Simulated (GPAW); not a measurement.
Runs of GPAW 26.7.0 on AlRu. It takes space group Pm-3m (No. 221, cubic). Conventional cell: a = 2.992 Å, b = 2.992 Å, c = 2.992 Å, α = 90.00°, β = 90.00°, γ = 90.00°. Ru (site symmetry m-3m) is surrounded by 8 Al at 2.59 Å. Al (site symmetry m-3m) is surrounded by 8 Ru at 2.59 Å. 

```csv
task,level,potentials or basis,spin,cell,k mesh,optimizer,fmax,max steps,convergence,band path,gap on the mesh (eV),pressure (GPa),relaxed volume (Å³/atom)
relaxation of cell and atoms,revPBE,"the program's PAW data sets (release 1.2.1) made for this functional, pw",off,relaxed,9 × 9 × 9,BFGS,0.02 eV/Å,60,density=1e-05 forces=0.0001,-,none,0.1,13.77
relaxation of cell and atoms,LDA,"the program's PAW data sets (release 1.2.1) made for this functional, pw",off,relaxed,9 × 9 × 9,FIRE,0.02 eV/Å,60,density=1e-05 forces=0.0001,-,none,0.2,12.91
band structure,PBEsol,"PAW data sets generated in the run's folder for this functional, pw",off,as given,9 × 9 × 9,-,-,-,-,"GXMGRX,MR",-,-2.6,-
relaxation of cell and atoms,RPBE,"the program's PAW data sets (release 1.2.1) made for this functional, pw",off,relaxed,9 × 9 × 9,LBFGS,0.02 eV/Å,100,density=1e-05 forces=0.0001,-,none,0.2,13.83
band structure,BLYP,"PAW data sets generated in the run's folder for this functional, pw",off,as given,9 × 9 × 9,-,-,-,-,"GXMGRX,MR",-,9.3,-
band structure,LDA,"the program's PAW data sets (release 1.2.1) made for this functional, pw",off,as given,9 × 9 × 9,-,-,-,-,"GXMGRX,MR",-,-7.6,-
band structure,PBEsol,"PAW data sets generated in the run's folder for this functional, pw","SOC, no magnetisation",as given,7 × 7 × 7,-,-,-,-,"GXMGRX,MR",-,(a),-
relaxation of cell and atoms,PBEsol,"PAW data sets generated in the run's folder for this functional, pw",off,relaxed,9 × 9 × 9,BFGS,0.02 eV/Å,100,density=1e-05 forces=0.0001,-,none,0.0,(b)
band structure,RPBE,"the program's PAW data sets (release 1.2.1) made for this functional, pw",off,as given,9 × 9 × 9,-,-,-,-,"GXMGRX,MR",-,6.9,-
relaxation of cell and atoms,BLYP,"PAW data sets generated in the run's folder for this functional, pw",off,relaxed,9 × 9 × 9,BFGS,0.02 eV/Å,60,density=1e-05 forces=0.0001,-,none,0.0,14.02
band structure,revPBE,"the program's PAW data sets (release 1.2.1) made for this functional, pw",off,as given,9 × 9 × 9,-,-,-,-,"GXMGRX,MR",-,6.0,-
```

Alike in all rows: cutoff (eV) 600; smearing fermi-dirac 0.05 eV.

Fill in the values left out.

(a) -2.5; (b) 13.22.

Caveats: later steps reuse the first step's grids (some runs); spin-orbit coupling was added after a scalar SCF, so levels and gaps hold it while energy, forces, pressure and moments don't (some runs); this program's spin-orbit splittings come out too wide for heavy elements (some runs).

A k mesh can miss the band edges, and rows without SOC leave out spin-orbit coupling on Ru.

A gap of «none» marks a metal or a gap under the smearing width.

Runs at the PBE level aren't shown here.
